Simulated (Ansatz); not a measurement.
An element in the fcc structure gives these cold pressures by all-electron LAPW under PBE (Ansatz 0.2.0, scalar-relativistic, no spin polarisation).

```
V (Å³/atom)  P (GPa)
       8.02    -0.02
       7.22    18.63
       6.42     51.8
       5.62    111.9
       4.81    224.7
       4.01    447.4
       3.21    932.3
```

Q: Which element is it?

A: O. Its zero-pressure volume in this structure is near 8.0 Å³/atom; the volume and the steepness of P(V) together point to it, though neighbours can come close. This is the case that was computed; others weren't tested.
